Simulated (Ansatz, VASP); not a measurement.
# SnO2: VASP beside Ansatz

Contents of INCAR:

```
PREC = Accurate
ENCUT = 520
EDIFF = 1E-8
ISMEAR = -1
SIGMA = 0.03
LREAL = False
LASPH = True
NELM = 80
ALGO = Normal
ISIF = 2
LWAVE = False
LCHARG = False
GGA = CA
LEFG = True
NBANDS = 35
```

KPOINTS

```
regular mesh
0
Gamma
  4 4 6
```

File POSCAR:

```
SnO2
1.0
    4.7373500000      0.0473735000      0.0473735000
    0.0473735000      4.7373500000      0.0473735000
    0.0318640000      0.0318640000      3.1864000000
Sn O
2 4
Direct
    0.0000000000      0.0000000000      0.0000000000
    0.5000000000      0.5000000000      0.5000000000
    0.3056200000      0.3056200000      0.0000000000
    0.1943800000      0.8056200000      0.5000000000
    0.6943800000      0.6943800000      0.0000000000
    0.8056200000      0.1943800000      0.5000000000
```

Input for Ansatz:

```yaml
crystal:
  lattice:
    - [4.73735, 0.0473735, 0.0473735]
    - [0.0473735, 4.73735, 0.0473735]
    - [0.031864, 0.031864, 3.1864]
  atoms:
    - { symbol: Sn, position: [0.0, 0.0, 0.0] }
    - { symbol: Sn, position: [0.5, 0.5, 0.5] }
    - { symbol: O, position: [0.30562, 0.30562, 0.0] }
    - { symbol: O, position: [0.19438, 0.80562, 0.5] }
    - { symbol: O, position: [0.69438, 0.69438, 0.0] }
    - { symbol: O, position: [0.80562, 0.19438, 0.5] }
kpoints:
  mp_grid: { grid: [4, 4, 6] }
scf:
  occupations: { method: fermi_dirac, width: 0.03 }
hamiltonian:
  xc: lda
  pseudopotentials: { kind: all_electron, datasets: crystal }
output:
  forces: true
  stress: true
  eigenvalues: true
  efg: { contact_densities: true }
```

Change from the starting cell: equal xy, yz and zx shear strains of +2 %, crystal datasets.

Alike in both runs: task electric field gradients; functional LDA; k mesh 4 × 4 × 6; occupations fermi-dirac, width 0.03 eV; no spin polarisation.

|  | VASP | Ansatz |
| --- | --- | --- |
| version | VASP 6.6.1 | Ansatz 0.2.0 |
| potentials or method | VASP PAW LDA potentials, release 64 (Sn_d, O) | all-electron PAW with datasets made for the crystal, scalar-relativistic |
| plane-wave cutoff (eV) | 520 | see its input |

|  | VASP | Ansatz | Ansatz less VASP |
| --- | --- | --- | --- |
| gap on the k mesh at the Fermi level (eV) | 1.14 | 1.11 | -0.030 |
| pressure (GPa) | 0.3 | -0.6 | -0.95 |
| largest component of the traceless stress (GPa) | 4.08 | 4.04 | -0.037 |
| rms of the force components (eV/Å) | 0.085 | 0.084 | -0.0004 |
| Vzz of the field gradient on the site that differs most (V/Å²) | -65.6 | -59.4 | +6.24 |

Atom by atom the forces differ by 0.011 eV/Å (rms over components). Ansatz ran all-electron here, so the differences hold the error of VASP's frozen core and of both bases. Ansatz warned: «gradients_without_spin_orbit».

Caveats: spin-orbit coupling is left out, which moves the levels of the heavy elements.
